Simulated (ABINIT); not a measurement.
Input of an ABINIT 10.8.3 (patched build) run:

File run.abi:

```
# Datasets: ground state, then fixed potential
ndtset 2

# Pseudopotentials
pp_dirpath "./"
pseudos "Au.GGA_PBE-JTH.xml, Cu.GGA_PBE-JTH.xml"

# Structure
acell 2.8107494552 2.8107494552 3.685 Angstrom
rprim
     1.0000000000     0.0000000000     0.0000000000
     0.0000000000     1.0000000000     0.0000000000
     0.0000000000     0.0000000000     1.0000000000
ntypat 2
znucl 79 29
natom 2
typat 1 2
xred
     0.0000000000     0.0000000000     0.0000000000
     0.5000000000     0.5000000000     0.5000000000

# Plane-wave basis
ecut 31.0
pawecutdg 53.0

# Exchange and correlation
ixc 7

# Bands and occupations
occopt 3
tsmear 0.00183747

# SCF cycle
nstep 100

# Output
iomode 3
prtwf 0
prteig 0
prtebands 0
prtden1 1

# Dataset 1
kptopt1 1
ngkpt1 9 9 7
nshiftk1 1
shiftk1 0.0 0.0 0.0
nband1 19
tolvrs1 1.0e-9

# Dataset 2: bands along G-X-M-G-Z-R-A-Z
iscf2 -2
getden2 1
nband2 25
nbdbuf2 4
tolwfr2 1.0e-11
kptopt2 -7
ndivsm2 6
prteig2 1
kptbounds2
     0.0000000000     0.0000000000     0.0000000000
     0.0000000000     0.5000000000     0.0000000000
     0.5000000000     0.5000000000     0.0000000000
     0.0000000000     0.0000000000     0.0000000000
     0.0000000000     0.0000000000     0.5000000000
     0.0000000000     0.5000000000     0.5000000000
     0.5000000000     0.5000000000     0.5000000000
     0.0000000000     0.0000000000     0.5000000000
```

Potentials or basis: JTH PAW PBE v2.0.

Launch:

```bash
$ abinit run.abi > log 2>&1
```

**Question.** What does it give for the pressure?

**Answer.** -8.4 GPa.

**Question.** Predict the band gap on the k mesh.

**Answer.** None (metal or under the smearing width).

Stress tensor (GPa, compression positive):
```
-8.30  0.00  0.00
 0.00 -8.30  0.00
 0.00  0.00 -8.63
```

Caveat: the PAW data sets were made with another functional, which shifts forces and pressure a little; spin-orbit coupling is left out, which moves the levels of the heavy elements.
